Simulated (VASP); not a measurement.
# Te2Mo (P6_3/mmc) in VASP: further runs, part 2 of 2

VASP 6.6.1. Earlier steps stand in the parts before.

## Step 3: Relaxation of cell and atoms, revPBE+D2

File INCAR:

```
PREC = Accurate
ENCUT = 600
EDIFF = 1E-6
ISMEAR = -1
SIGMA = 0.05
LREAL = F
LASPH = T
NELM = 80
ALGO = Fast
ISIF = 3
LWAVE = F
LCHARG = F
GGA = RE
IVDW = 1
IBRION = 2
NSW = 60
EDIFFG = -0.01
```

File KPOINTS:

```
regular mesh
0
Gamma
  7 7 2
```

File POSCAR:

```
Te2Mo
1.0
    3.5182000000      0.0000000000      0.0000000000
   -1.7591000000      3.0468505756      0.0000000000
    0.0000000000      0.0000000000     13.9736000000
Te Mo
4 2
Direct
    0.6666666667      0.3333333333      0.3790000000
    0.3333333333      0.6666666667      0.8790000000
    0.6666666667      0.3333333333      0.1210000000
    0.3333333333      0.6666666667      0.6210000000
    0.6666666667      0.3333333333      0.7500000000
    0.3333333333      0.6666666667      0.2500000000
```

Potentials or basis: VASP PAW PBE potentials, release 64 (Te, Mo_sv).

The run is started by

```sh
$ cat potpaw_PBE.64/Te/POTCAR potpaw_PBE.64/Mo_sv/POTCAR > POTCAR
$ mpirun -np 1 vasp_std > vasp.out
```

OUTCAR:

```text
PREC = Accurate
   ENCUT = 600
   EDIFF = 1E-6
   ISMEAR = -1
   LREAL = F
   LASPH = T
   NELM = 80
   ISIF = 3
   GGA = RE
   IVDW = 1
   IBRION = 2
   NSW = 60
   EDIFFG = -0.01
  IVDW =   1

 ion  position               nearest neighbor table
   1  0.667  0.333  0.379-   6 2.72   6 2.72   6 2.72   3 3.61
   2  0.333  0.667  0.879-   5 2.72   5 2.72   5 2.72   4 3.61
   3  0.667  0.333  0.121-   6 2.72   6 2.72   6 2.72   1 3.61
   4  0.333  0.667  0.621-   5 2.72   5 2.72   5 2.72   2 3.61
   5  0.667  0.333  0.750-   2 2.72   4 2.72   2 2.72   4 2.72   2 2.72   4 2.72
   6  0.333  0.667  0.250-   1 2.72   3 2.72   1 2.72   3 2.72   1 2.72   3 2.72

  LATTYP: Found a hexagonal cell.
 ALAT       =     3.5182000000
 C/A-ratio  =     3.9718037633

  Lattice vectors:

 A1 = (   3.5182000000,   0.0000000000,   0.0000000000)
 A2 = (  -1.7591000000,   3.0468505756,   0.0000000000)
 A3 = (   0.0000000000,   0.0000000000,  13.9736000000)

Analysis of symmetry for initial positions (statically):
=====================================================================
 Subroutine PRICEL returns:
 Original cell was already a primitive cell.

 Routine SETGRP: Setting up the symmetry group for a
 hexagonal supercell.

 Subroutine GETGRP returns: Found 24 space group operations
 (whereof 12 operations were pure point group operations)
 out of a pool of 24 trial point group operations.

The static configuration has the point symmetry D_3d.
 The point group associated with its full space group is D_6h.

Analysis of symmetry for dynamics (positions and initial velocities):
=====================================================================
 Subroutine PRICEL returns:
 Original cell was already a primitive cell.

 Routine SETGRP: Setting up the symmetry group for a
 hexagonal supercell.

 Subroutine GETGRP returns: Found 24 space group operations
 (whereof 12 operations were pure point group operations)
 out of a pool of 24 trial point group operations.

The dynamic configuration has the point symmetry D_3d.
 The point group associated with its full space group is D_6h.

 Subroutine INISYM returns: Found 24 space group operations
 (whereof 12 operations are pure point group operations),
 and found     1 'primitive' translations

----------------------------------------------------------------------------------------

                                     Primitive cell

  volume of cell :     149.7890

  direct lattice vectors                    reciprocal lattice vectors
     3.518200000  0.000000000  0.000000000     0.284236257  0.164103880  0.000000000
    -1.759100000  3.046850576  0.000000000     0.000000000  0.328207759  0.000000000
     0.000000000  0.000000000 13.973600000     0.000000000  0.000000000  0.071563520

  length of vectors
     3.518200000  3.518200000 13.973600000     0.328207759  0.328207759  0.071563520

  position of ions in fractional coordinates (direct lattice)
     0.666666667  0.333333333  0.379000000
     0.333333333  0.666666667  0.879000000
     0.666666667  0.333333333  0.121000000
     0.333333333  0.666666667  0.621000000
     0.666666667  0.333333333  0.750000000
     0.333333333  0.666666667  0.250000000

  ion indices of the primitive-cell ions
   primitive index   ion index
                 1           1
                 2           2
                 3           3
                 4           4
                 5           5
                 6           6

----------------------------------------------------------------------------------------

 KPOINTS: regular mesh

Automatic generation of k-mesh.
 Grid dimensions read from file:
 generate k-points for:    7    7    2

 Generating k-lattice:

  Cartesian coordinates                     Fractional coordinates (reciprocal lattice)
     0.040605180  0.023443411  0.000000000     0.142857143  0.000000000  0.000000000
     0.000000000  0.046886823  0.000000000     0.000000000  0.142857143  0.000000000
     0.000000000  0.000000000  0.035781760     0.000000000  0.000000000  0.500000000

  Length of vectors
     0.046886823  0.046886823  0.035781760

  Shift w.r.t. Gamma in fractional coordinates (k-lattice)
     0.000000000  0.000000000  0.000000000

 Subroutine IBZKPT returns following result:
 ===========================================

 Found     16 irreducible k-points:

 Following reciprocal coordinates:
            Coordinates               Weight
  0.000000  0.000000  0.000000      1.000000
  0.142857 -0.000000  0.000000      6.000000
  0.285714  0.000000  0.000000      6.000000
  0.428571  0.000000  0.000000      6.000000
  0.142857  0.142857  0.000000      6.000000
  0.285714  0.142857  0.000000     12.000000
[... 8 lines left out ...]
  0.428571  0.142857  0.500000      6.000000
  0.285714  0.285714  0.500000      6.000000
   k-points           NKPTS =     16   k-points in BZ     NKDIM =     16   number of bands    NBANDS=     31
   number of dos      NEDOS =    301   number of ions     NIONS =      6
   total plane-waves  NPLWV =  87808
   dimension x,y,z NGX =    28 NGY =   28 NGZ =  112
   dimension x,y,z NGXF=    56 NGYF=   56 NGZF=  224
   ions per type =               4   2
   NGX,Y,Z   is equivalent  to a cutoff of  13.23, 13.23, 13.32 a.u.
   NGXF,Y,Z  is equivalent  to a cutoff of  26.46, 26.46, 26.65 a.u.
 SYSTEM =  unknown system
   PREC   = accura    normal or accurate (medium, high low for compatibility)
   ISTART =      0    job   : 0-new  1-cont  2-samecut
   ICHARG =      2    charge: 1-file 2-atom 10-const
   ISPIN  =      1    spin polarized calculation?
   LNONCOLLINEAR =      F non collinear calculations
   LSORBIT =      F    spin-orbit coupling
   LASPH  =      T    aspherical Exc in radial PAW
   ENCUT  =  600.0 eV  44.10 Ry    6.64 a.u.   7.03  7.03 27.91*2*pi/ulx,y,z
   NELM   =     80;   NELMIN=  2; NELMDL= -5     # of ELM steps
   EDIFF  = 0.1E-05   stopping-criterion for ELM
   LREAL  =      F    real-space projection
   EDIFFG = -.1E-01   stopping-criterion for IOM
   NSW    =     60    number of steps for IOM
   IBRION =      2    ionic relax: 0-MD 1-quasi-New 2-CG
   NFREE  =      1    steps in history (QN), initial steepest desc. (CG)
   ISIF   =      3    stress and relaxation
   ISYM   =      2    0-nonsym 1-usesym 2-fastsym
   POTIM  = 0.5000    time-step for ionic-motion
   TEBEG  =    0.0;   TEEND  =   0.0 temperature during run
   PSTRESS=    0.0 pullay stress
   NELECT =      52.0000    total number of electrons
   NUPDOWN=      -1.0000    fix difference up-down
   EMIN   =  10.00;   EMAX   =-10.00  energy-range for DOS
   EFERMI =   0.00;   METHOD = LEGACY
   ISMEAR =    -1;   SIGMA  =   0.05  broadening in eV -4-tet -1-fermi 0-gaus
   EFERMI_NEDOS =   21; number of points for ismear=-14 and -15
   IALGO  =     68    algorithm
   IMIX   =      4    mixing-type and parameters
     AMIX     =   0.40;   BMIX     =  1.00
     AMIX_MAG =   1.60;   BMIX_MAG =  1.00
  volume/ion in A,a.u.               =      24.96       168.47
  Fermi-wavevector in a.u.,A,eV,Ry     =   1.150578  2.174277 18.011787  1.323829
  Thomas-Fermi vector in A             =   2.287241
   LORBIT       =      0    0 simple, 1 ext, 2 COOP (PROOUT), +10 PAW based schemes
   GGA     = RE    functional components
   LHFCALC =     F    Hartree Fock is set to
   AEXX    =    0.0000 exact exchange contribution
   IVDW    =     1    specifies the selected vdW correction
   LEPSILON=     F    determine dielectric tensor
   LRPA    =     F    only Hartree local field effects (RPA)
 conjugate gradient relaxation of ions
 non-spin polarized calculation
 RMM-DIIS sequential band-by-band and
  energy-cutoff  :      600.00
  volume of cell :      149.79
 maximum number of plane-waves:      5032
   NGX = 15   NGY = 15   NGZ = 55

--------------------------------------- Ionic step        1  -------------------------------------------

 number of electron      52.0000001 magnetization

 Free energy of the ion-electron system (eV)
  ---------------------------------------------------
  ext. energy  EPLUGINS =         0.00000000
  ---------------------------------------------------
  free energy    TOTEN  =       -33.73302761 eV

  energy without entropy =      -33.73300828  energy(sigma->0) =      -33.73301794

------------------------ aborting loop because EDIFF is reached ----------------------------------------

  DFT-D2 method for vdW energy calculation

  Number of pair interactions contributing to vdW energy:   73572

  Edisp (eV):   -4.28326

  FORCE on cell =-STRESS in cart. coord.  units (eV):
  Direction    XX          YY          ZZ          XY          YZ          ZX
  --------------------------------------------------------------------------------------
  -------------------------------------------------------------------------------------
  Total       0.86266     0.86266     1.60834     0.00000     0.00000     0.00000
  in kB       9.22726     9.22726    17.20318     0.00000     0.00000     0.00000
  external pressure =       11.89 kB  Pullay stress =        0.00 kB
[... 301 lines left out ...]
  energy  without entropy=      -38.0263354738  energy(sigma->0) =      -38.02634527

--------------------------------------- Ionic step        8  -------------------------------------------

 number of electron      52.0000001 magnetization

 Free energy of the ion-electron system (eV)
  ---------------------------------------------------
  ext. energy  EPLUGINS =         0.00000000
  ---------------------------------------------------
  free energy    TOTEN  =       -33.75389927 eV

  energy without entropy =      -33.75387808  energy(sigma->0) =      -33.75388868

 E-fermi :   8.5262     XC(G=0): -10.3711

 val. band max:        8.1486251128   @ k =   0.0000   0.0000   0.0000
 cond. band min:       8.9965204050   @ k =   0.2857   0.1429   0.0000
 fundamental gap:      0.8478952923
 Fermi energy:         8.5262434565

 k-point     1 :       0.0000    0.0000    0.0000
  band No.  band energies     occupation
      1     -52.6702      2.00000
      2     -52.6702      2.00000
      3     -26.8303      2.00000
      4     -26.8303      2.00000
      5     -26.7096      2.00000
      6     -26.7096      2.00000
[... 572 lines left out ...]
  FREE ENERGIE OF THE ION-ELECTRON SYSTEM (eV)
  ---------------------------------------------------
  free  energy   TOTEN  =       -38.0265869871 eV

  energy  without entropy=      -38.0265657927  energy(sigma->0) =      -38.02657639

 reached required accuracy - stopping structural energy minimisation
```

Run time: 4.3 min. Hardware: 1 thread of Intel Xeon 6975P-C (Granite Rapids), shared host; peak memory 0.35 GiB.

What came out:

* Free energy: -38.0266 eV
* Relaxed volume: 25.07 Å³/atom
* Relaxed cell: a = 3.523 Å, b = 3.523 Å, c = 13.993 Å, α = 90.00°, β = 90.00°, γ = 120.00°
* Space group after relaxing (to 0.05 Å): P6_3/mmc (No. 194)
* Energy gained by relaxing: 1.7 meV/atom
* Ionic steps: 8
* Pressure after relaxing: 0.0 GPa
* Largest force after relaxing: 0.006 eV/Å
* Band gap on the k mesh: 0.85 eV, indirect (least direct gap 1.23 eV)
* Dispersion energy per atom: -0.712 eV

Forces in eV/Å, atoms in the order of the input:
```
Te   0.000  0.000  0.006
Te   0.000  0.000  0.006
Te   0.000  0.000 -0.006
Te   0.000  0.000 -0.006
Mo   0.000  0.000  0.000
Mo   0.000  0.000  0.000
```

Step by step:
```tsv
step	energy change (eV)	largest force (eV/Å)	pressure (GPa)	volume (Å³)
1	0.0000	0.2789	1.19	149.79
2	0.0150	0.2815	-2.14	153.84
3	-0.0088	0.0604	-0.13	151.30
4	-0.0095	0.0401	-0.07	151.00
5	-0.0100	0.0175	-0.01	150.66
6	-0.0097	0.0282	0.12	149.99
7	-0.0101	0.0056	0.02	150.47
8	-0.0103	0.0061	0.03	150.44
```

Final structure:
```
Te Mo
1.0
     3.52335    0.00000    0.00000
    -1.76167    3.05131    0.00000
     0.00000    0.00000   13.99293
Te Mo
4 2
Direct
  0.66667 0.33333 0.38001
  0.33333 0.66667 0.88001
  0.66667 0.33333 0.11999
  0.33333 0.66667 0.61999
  0.66667 0.33333 0.75000
  0.33333 0.66667 0.25000
```

Caveat: the PAW data sets were made with another functional, which shifts forces and pressure a little; spin-orbit coupling is left out, which moves the levels of the heavy elements; an odd mesh through Γ misses points on the zone boundary, where band edges often lie.

## Step 4: Relaxation of cell and atoms, revPBE+D3

INCAR: that of step 3 with these lines changed.

```diff
@@ -13,3 +13,3 @@
 GGA = RE
-IVDW = 1
+IVDW = 11
 IBRION = 2
```

KPOINTS is that of step 3.

POSCAR is that of step 3.

The run is started by

```sh
$ cat potpaw_PBE.64/Te/POTCAR potpaw_PBE.64/Mo_sv/POTCAR > POTCAR
$ mpirun -np 1 vasp_std > vasp.out
```

It took 7.3 min on 1 thread of Intel Xeon 6975P-C (Granite Rapids), shared host; peak memory 0.35 GiB.

Results (log left out):

```yaml
Free_energy: -37.1781 eV
Relaxed_volume: 25.38 Å³/atom
Relaxed_cell: a = 3.527 Å, b = 3.527 Å, c = 14.136 Å, α = 90.00°, β = 90.00°, γ = 120.00°
Space_group_after_relaxing_to_0.05_Å: P6_3/mmc (No. 194)
Energy_gained_by_relaxing: 0.9 meV/atom
Ionic_steps: 15
Pressure_after_relaxing: 0.0 GPa
Band_gap_on_the_k_mesh: 0.90 eV, indirect (least direct gap 1.25 eV)
Dispersion_energy_per_atom: -0.566 eV
```

Forces on the atoms (eV/Å):
```
Te   0.000  0.000 -0.003
Te   0.000  0.000 -0.003
Te   0.000  0.000  0.003
Te   0.000  0.000  0.003
Mo   0.000  0.000  0.000
Mo   0.000  0.000  0.000
```

The path:
```csv
step,energy change (eV),largest force (eV/Å),pressure (GPa),volume (Å³)
1,0.0000,0.0968,0.91,149.79
2,0.0064,0.2714,-1.26,152.89
3,-0.0037,0.0428,0.06,150.93
4,-0.0037,0.0458,0.05,150.95
5,-0.0037,0.0496,0.01,150.98
6,-0.0041,0.0419,0.00,151.18
7,-0.0047,0.0182,-0.05,151.75
8,-0.0041,0.0294,-0.14,152.91
9,-0.0048,0.0063,-0.06,152.05
10,-0.0051,0.0000,-0.01,152.08
11,-0.0054,0.0075,0.06,152.12
12,-0.0053,0.0234,0.18,152.18
13,-0.0055,0.0140,0.10,152.14
14,-0.0054,0.0267,-0.10,152.50
15,-0.0055,0.0030,0.02,152.29
```

Final structure:
```
Te Mo
1.0
     3.52706    0.00000    0.00000
    -1.76353    3.05452    0.00000
     0.00000    0.00000   14.13555
Te Mo
4 2
Direct
  0.66667 0.33333 0.37797
  0.33333 0.66667 0.87797
  0.66667 0.33333 0.12203
  0.33333 0.66667 0.62203
  0.66667 0.33333 0.75000
  0.33333 0.66667 0.25000
```

Levels at points of the mesh, in eV from the valence-band top:
```tsv
k point	band 22	band 23	band 24	band 25	band 26	band 27	band 28	band 29	band 30	band 31
(0.00, 0.00, 0.00)	-0.98	-0.97	-0.97	-0.39	0.00	2.93	2.93	3.05	3.05	3.16
(0.00, 0.00, 0.50)	-0.98	-0.98	-0.98	-0.09	-0.09	2.97	2.97	2.97	2.97	3.29
```

Caveat: the PAW data sets were made with another functional, which shifts forces and pressure a little; spin-orbit coupling is left out, which moves the levels of the heavy elements; an odd mesh through Γ misses points on the zone boundary, where band edges often lie.

## Step 5: Summary

| level | gap on the mesh (eV) | pressure (GPa) | relaxed volume (Å³/atom) | largest force (eV/Å) |
| --- | --- | --- | --- | --- |
| revPBE | 1.34 | 0.0 | 33.40 | 0.01 |
| revPBE+D2 | 0.85 | 0.0 | 25.07 | 0.01 |
| revPBE+D3 | 0.90 | 0.0 | 25.38 | - |

Alike in all rows: task relaxation of cell and atoms; potentials or basis VASP PAW PBE potentials, release 64 (Te, Mo_sv); no spin polarisation; cell relaxed; k mesh 7 × 7 × 2; cutoff (eV) 600; smearing fermi-dirac 0.05 eV.

Caveats: the PAW data sets were made with another functional, which shifts forces and pressure a little; spin-orbit coupling is left out, which moves the levels of the heavy elements; an odd mesh through Γ misses points on the zone boundary, where band edges often lie; the volume moved by over 15 % at a fixed basis, so the end points are rough (some runs); this functional lacks dispersion, which binds the layers, so the pressure and a relaxed spacing across them are unreliable, and here the layers came unbound (some runs).

Absolute energies hang on the potentials; compare differences alone.
